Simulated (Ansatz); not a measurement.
**What a trial cell of KMgF3 relaxes into**

Level of theory: Ansatz 0.2.0, DFT PBE, scalar-relativistic, plane waves, PAW. Cutoff 420 eV, Γ-centred k mesh, Gaussian smearing, no spin polarisation in the final step.

The start puts KMgF3 on the hexagonal perovskite (2H) structure type (P6_3/mmc, No. 194), with Mg in place of Ba, K in place of Ni, F in place of O, at a guessed volume.

```yaml
crystal:
  lattice:
    - [5.55885, 0.00000, 0.00000]
    - [-2.77942, 4.81410, 0.00000]
    - [0.00000, 0.00000, 4.74921]
  atoms:
    - { symbol: K, position: [0.00000, 0.00000, 0.50000] }
    - { symbol: K, position: [0.00000, 0.00000, 0.00000] }
    - { symbol: Mg, position: [0.33333, 0.66667, 0.75000] }
    - { symbol: Mg, position: [0.66667, 0.33333, 0.25000] }
    - { symbol: F, position: [0.14600, 0.29200, 0.25000] }
    - { symbol: F, position: [0.85400, 0.14600, 0.75000] }
    - { symbol: F, position: [0.85400, 0.70800, 0.75000] }
    - { symbol: F, position: [0.14600, 0.85400, 0.25000] }
    - { symbol: F, position: [0.70800, 0.85400, 0.25000] }
    - { symbol: F, position: [0.29200, 0.14600, 0.75000] }
```

Cell and atoms relax at zero pressure; the relaxation can't lower the symmetry of the start. After a coarse first stage the cell is made exact in the group found at 0.06 Å.

The zero of energy is the elements' standard structures at the same level (F₂ as a molecule); no fitted shifts are applied.

Question: What does it relax into?

Answer: It keeps P6_3/mmc (No. 194), but not the shape of the type it started on. Conventional cell: a = 6.320 Å, c = 4.569 Å. K is coordinated by 2 K at 2.28 Å and 6 F at 2.46 Å; Mg is coordinated by 6 F at 2.72 Å and 6 F at 3.18 Å; F has 2 K at 2.46 Å, 2 F at 2.54 Å, 2 Mg at 2.72 Å, 4 F at 3.16 Å and 2 Mg at 3.18 Å.

```cif
data_structure
_symmetry_space_group_name_H-M 'P6_3/mmc'
_symmetry_Int_Tables_number 194
_cell_length_a 6.3198
_cell_length_b 6.3198
_cell_length_c 4.5691
_cell_angle_alpha 90.000
_cell_angle_beta 90.000
_cell_angle_gamma 120.000
_cell_volume 158.04
loop_
_atom_site_label
_atom_site_type_symbol
_atom_site_symmetry_multiplicity
_atom_site_Wyckoff_symbol
_atom_site_fract_x
_atom_site_fract_y
_atom_site_fract_z
_atom_site_occupancy
K1 K 2 a 0.00000 0.00000 0.50000 1
Mg1 Mg 2 d 0.33333 0.66667 0.75000 1
F1 F 6 h 0.19914 0.39828 0.25000 1
```

Question: What are its volume, energy, density and gap?

Answer: The volume per atom is 15.80 Å³, the density is 2.53 g/cm³ and the energy over the elements is -1.949 eV/atom. The gap on the 6×6×6 mesh is 2.12 eV.

The final run used a 6×6×6 mesh on its 10-atom cell and 0.02 eV smearing. A structure relaxed within its symmetry needn't be a true minimum.

Cost: 3 runs of about 3.3 core-minutes in all, on Arm Neoverse V1 (shared hosts).